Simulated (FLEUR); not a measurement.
# TiSi2: band structure with PBEsol

TiSi2:

```
Ti Si
1.0
    -1.47287    1.71213    4.21208
     1.47287   -1.71213    4.21208
     1.47287    1.71213   -4.21208
Ti Si
1 2
Direct
  0.00000 0.00000 0.00000
  0.67008 0.67008 0.00000
  0.32992 0.32992 0.00000
```

The cell comes from a database or a generator and needn't be the stable form of this composition.

```
Program                  : FLEUR MaX-R8.1 (later development tree)
Task                     : band structure
Functional               : PBEsol
Potentials or basis      : all-electron
Basis                    : FLAPW
Kmax                     : 4.26 1/bohr
k mesh                   : 12 × 12 × 12
Occupations              : fermi-dirac, width 0.05 eV
Spin                     : no spin polarisation
Gmax                     : 13.2 1/bohr
Muffin-tin radii         : Ti 2.38, Si 2.3 bohr
lmax                     : Ti 10, Si 9
lnonsphr                 : Ti 10, Si 9
Local orbitals a species : Ti 5, Si 4
Max iterations           : 60
Mixing factor            : 0.05
Mixer                    : Anderson
Mixer history            : 15
Density convergence      : 1e-05 me/bohr^3
```

```yaml
Band_gap_along_the_path: none (metal or under the smearing width)
Valence_electrons_inside_the_program's_atomic_spheres: Ti 10.46; Si 10.52 (radii Ti 2.38, Si 2.3 bohr)
```

Levels at the corners of the path, in eV from the Fermi level:
```
point  band 16  band 17  band 18  band 19  band 20  band 21
    Γ    -2.14    -0.63     0.76     2.04     2.41     3.14
    X    -1.24    -0.97    -0.57     1.03     2.69     3.35
    L    -3.07    -3.07    -1.21    -0.69     2.09     2.73
    T    -4.66    -2.89    -1.31    -0.64     2.74     2.91
    W    -5.09    -2.04    -1.25    -0.71     0.99     3.05
    R    -3.39    -0.94    -0.44     0.97     2.79     3.38
   X1    -1.24    -0.97    -0.57     1.03     2.69     3.35
    Z    -1.26    -0.35     0.45     1.98     2.47     2.47
    Γ    -2.14    -0.63     0.76     2.04     2.41     3.14
    Y    -1.80    -0.81     1.01     2.09     2.15     3.13
    S    -3.75    -0.69     0.96     2.05     2.58     3.53
    W    -5.09    -2.04    -1.25    -0.71     0.99     3.05
   L1    -3.07    -3.07    -1.21    -0.69     2.09     2.73
    Y    -1.80    -0.81     1.01     2.09     2.15     3.13
   Y1    -1.80    -0.81     1.01     2.09     2.15     3.13
    Z    -1.26    -0.35     0.45     1.98     2.47     2.47
```

Core levels (eV from the Fermi level):
| atom | levels |
| --- | --- |
| 1 Ti | 1s1/2 -4855.6, 2s1/2 -529.8, 2p1/2 -441.3, 2p3/2 -435.5 |
| 2 Si | 1s1/2 -1776.6 |
| 3 Si | 1s1/2 -1776.6 |

Wall time 5.4 min on 1 thread of Intel(R) Xeon(R) Platinum 8488C (Sapphire Rapids) (shared host), peak memory 0.11 GiB.
